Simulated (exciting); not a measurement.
# Ge (I4_1/amd) in exciting: reference runs

Aim: a first look at Ge with PBEsol, on the cell as given.

Program: exciting (release sodium). These are calculated values, not measurements. Logs are shortened: lines on timing, memory, paths and dates and some standing lists are left out, and cuts for length are marked.

**1. The crystal as given**

Symmetry: I4_1/amd, No. 141, tetragonal system. The conventional cell has a = 5.149 Å, b = 5.149 Å, c = 2.795 Å, α = 90.00°, β = 90.00°, γ = 90.00°. Around Ge (site symmetry -4m2) lie 6 Ge at 2.67 to 2.79 Å.

This isn't the form of Ge at room conditions, which is diamond.

**2. Single point, PBEsol**

Contents of input.xml:

```xml
<input>
  <title>Ge</title>
  <structure speciespath="./" tshift="false">
    <crystal scale="1">
      <basevect>-4.865080479575 4.865080479575 2.640727178737</basevect>
      <basevect>4.865080479575 -4.865080479575 2.640727178737</basevect>
      <basevect>4.865080479575 4.865080479575 -2.640727178737</basevect>
    </crystal>
    <species speciesfile="Ge.xml" rmt="2">
      <atom coord="0.500000000000 0.500000000000 0.000000000000"/>
      <atom coord="0.250000000000 0.750000000000 0.500000000000"/>
    </species>
  </structure>
  <groundstate do="fromscratch" ngridk="11 11 11" rgkmax="9" gmaxvr="14" lmaxapw="10" lmaxmat="10" lmaxvr="8" xctype="GGA_PBE_SOL" stype="Fermi Dirac" swidth="0.00183747" nempty="10" ValenceRelativity="iora*" epsengy="1e-05" epspot="1e-05" maxscl="60" tforce="true" outputlevel="normal"/>
</input>
```

Potentials or basis: all-electron LAPW+lo, shipped species files, valence relativity iora*.

The run is started by

```sh
OMP_NUM_THREADS=1 exciting_smp
```

INFO.OUT:

```text
================================================================================
EXCITING SODIUM started
[... 10 lines left out ...]

 Lattice vectors (cartesian) :
     -4.8650804796      4.8650804796      2.6407271787
      4.8650804796     -4.8650804796      2.6407271787
      4.8650804796      4.8650804796     -2.6407271787

 Reciprocal lattice vectors (cartesian) :
      0.0000000000      0.6457432034      1.1896695270
      0.6457432034      0.0000000000      1.1896695270
      0.6457432034      0.6457432034      0.0000000000

 Unit cell volume                           :     250.0135716457
 Brillouin zone volume                      :       0.9921469935

 Species :    1 (Ge)
     parameters loaded from                 :    Ge.xml
     name                                   :    germanium
     nuclear charge                         :     -32.00000000
     electronic charge                      :      32.00000000
     atomic mass                            :  132359.93290000
     muffin-tin radius                      :       2.00000000
     # of radial points in muffin-tin       :     350

     atomic positions (lattice) :
       1 :   0.50000000  0.50000000  0.00000000
       2 :   0.25000000  0.75000000  0.50000000

 Total number of atoms per unit cell        :       2

 Spin treatment                             :    spin-unpolarised

 Number of Bravais lattice symmetries       :      16
 Number of crystal symmetries               :      16

 k-point grid                               :      11   11   11
 Total number of k-points                   :     126
 k-point set is reduced with crystal symmetries

 R^MT_min * |G+k|_max (rgkmax)              :       9.00000000
 Species with R^MT_min                      :       1 (Ge)
 Maximum |G+k| for APW functions            :       4.50000000
 Maximum |G| for potential and density      :      14.00000000

 G-vector grid sizes                        :      36    36    36
 Total number of G-vectors                  :   11615

 Maximum angular momentum used for
     APW functions                          :      10
     computing H and O matrix elements      :      10
     potential and density                  :       8
     inner part of muffin-tin               :       2

 Total nuclear charge                       :     -64.00000000
 Total electronic charge                    :      64.00000000
 Total core charge                          :      36.00000000
 Total valence charge                       :      28.00000000

 Number of empty states                     :      10
 Total number of valence states             :      25

 Maximum Hamiltonian size                   :     427
 Maximum number of plane-waves              :     399
 Total number of local-orbitals             :      28

 Exchange-correlation type                  :      22
     PBEsol, Phys. Rev. Lett. 100, 136406 (2008)
     Generalised gradient approximation (GGA)

[... 20 lines left out ...]
+ SCF iteration number :    1                                                  +
++++++++++++++++++++++++++++++++++++++++++++++++++++++++++++++++++++++++++++++++
 Total energy                               :     -4192.24328267
 _______________________________________________________________
 Fermi energy                               :         0.28575615
 Kinetic energy                             :      4285.15691401
 Coulomb energy                             :     -8321.06463747
 Exchange energy                            :      -152.75583808
 Correlation energy                         :        -3.57972114

 DOS at Fermi energy (states/Ha/cell)       :        28.17669391

 Electron charges :
     core                                   :        36.00000000
     core leakage                           :         0.00649871
     valence                                :        28.00000000
     interstitial                           :         5.05784187
     charge in muffin-tin spheres :
                  atom     1    Ge          :        29.47107907
                  atom     2    Ge          :        29.47107907
     total charge in muffin-tins            :        58.94215813
     total charge                           :        64.00000000

++++++++++++++++++++++++++++++++++++++++++++++++++++++++++++++++++++++++++++++++
+ SCF iteration number :    2                                                  +
++++++++++++++++++++++++++++++++++++++++++++++++++++++++++++++++++++++++++++++++
 Total energy                               :     -4193.80423211
 _______________________________________________________________
 Fermi energy                               :         0.28333575
 Kinetic energy                             :      4284.35108730
 Coulomb energy                             :     -8321.77144951
 Exchange energy                            :      -152.80371117
 Correlation energy                         :        -3.58015872

 DOS at Fermi energy (states/Ha/cell)       :        28.14780292

 Electron charges :
     core                                   :        36.00000000
     core leakage                           :         0.00644462
     valence                                :        28.00000000
     interstitial                           :         5.04468878
     charge in muffin-tin spheres :
                  atom     1    Ge          :        29.47765561
                  atom     2    Ge          :        29.47765561
     total charge in muffin-tins            :        58.95531122
     total charge                           :        64.00000000
[... 238 lines left out ...]
++++++++++++++++++++++++++++++++++++++++++++++++++++++++++++++++++++++++++++++++
+ SCF iteration number :   11                                                  +
++++++++++++++++++++++++++++++++++++++++++++++++++++++++++++++++++++++++++++++++
 Total energy                               :     -4195.13251986
 _______________________________________________________________
 Fermi energy                               :         0.27751569
 Kinetic energy                             :      4283.25865374
 Coulomb energy                             :     -8321.97950899
 Exchange energy                            :      -152.83131789
 Correlation energy                         :        -3.58034672

 DOS at Fermi energy (states/Ha/cell)       :        27.98997309

 Electron charges :
     core                                   :        36.00000000
     core leakage                           :         0.00639226
     valence                                :        28.00000000
     interstitial                           :         5.02770720
     charge in muffin-tin spheres :
                  atom     1    Ge          :        29.48614640
                  atom     2    Ge          :        29.48614640
     total charge in muffin-tins            :        58.97229280
     total charge                           :        64.00000000

 RMS change in effective potential (target) :  0.234652E-08  ( 0.100000E-04)
 Absolute change in total energy   (target) :  0.810777E-06  ( 0.100000E-04)
 Charge distance                   (target) :  0.808532E-09  ( 0.100000E-04)
 Abs. change in max-nonIBS-force   (target) :   0.00000      ( 0.500000E-04)

++++++++++++++++++++++++++++++++++++++++++++++++++++++++++++++++++++++++++++++++
| Convergency criteria checked for the last 2 iterations                       +
| Convergence targets achieved. Performing final SCF iteration                 +
++++++++++++++++++++++++++++++++++++++++++++++++++++++++++++++++++++++++++++++++
 Total energy                               :     -4195.13252003
 _______________________________________________________________
 Fermi energy                               :         0.27751569
 Kinetic energy                             :      4283.25865366
 Coulomb energy                             :     -8321.97950907
 Exchange energy                            :      -152.83131789
 Correlation energy                         :        -3.58034672

 DOS at Fermi energy (states/Ha/cell)       :        27.98997154

 Electron charges :
     core                                   :        36.00000000
     core leakage                           :         0.00639226
     valence                                :        28.00000000
     interstitial                           :         5.02770720
     charge in muffin-tin spheres :
                  atom     1    Ge          :        29.48614640
                  atom     2    Ge          :        29.48614640
     total charge in muffin-tins            :        58.97229280
     total charge                           :        64.00000000

++++++++++++++++++++++++++++++++++++++++++++++++++++++++++++++++++++++++++++++++
+ Self-consistent loop stopped                                                 +
++++++++++++++++++++++++++++++++++++++++++++++++++++++++++++++++++++++++++++++++
 STATE.OUT is written

--------------------------------------------------------------------------------
- Writing atomic positions and forces                                          -
--------------------------------------------------------------------------------

 Atomic positions (lattice) :
 atom     1  Ge  :     0.50000000    0.50000000    0.00000000
 atom     2  Ge  :     0.25000000    0.75000000    0.50000000

 Total atomic forces including IBS (cartesian) :
 atom     1  Ge  :    -0.00000000    0.00000000    0.00000000
 atom     2  Ge  :     0.00000000   -0.00000000    0.00000000

 Atomic force components including IBS (cartesian) :
 atom     1  Ge  :     0.00000000   -0.00000000   -0.00000000   HF force
                 :    -0.00000000    0.00000000    0.00000000   core correction
                 :    -0.00000000    0.00000000   -0.00000000   IBS correction
 atom     2  Ge  :    -0.00000000    0.00000000    0.00000000   HF force
                 :     0.00000000   -0.00000000   -0.00000000   core correction
                 :     0.00000000   -0.00000000    0.00000000   IBS correction

********************************************************************************
* Groundstate module stopped                                                   *
********************************************************************************

================================================================================
| EXCITING SODIUM stopped                                                      =
================================================================================
```

Run time: 2.4 min. Hardware: 1 thread of AMD EPYC 9R45 (Zen 5), shared host; peak memory 0.14 GiB.

What came out:

```
Free energy                                       : -114155.3794 eV
Band gap on the k mesh                            : none (metal or under the smearing width)
All electrons inside the program's atomic spheres : Ge 29.49 (radii Ge 2.0 bohr)
```

Levels at points of the mesh, in eV from the Fermi level:
```tsv
k point	band 11	band 12	band 13	band 14	band 15	band 16	band 17	band 18
(0.00, 0.00, 0.00)	-13.33	-4.09	-2.36	-2.36	3.22	7.57	7.57	8.13
```

Caveat: the log's total energy holds no entropy term; the free energy is that total less TS from the occupations.
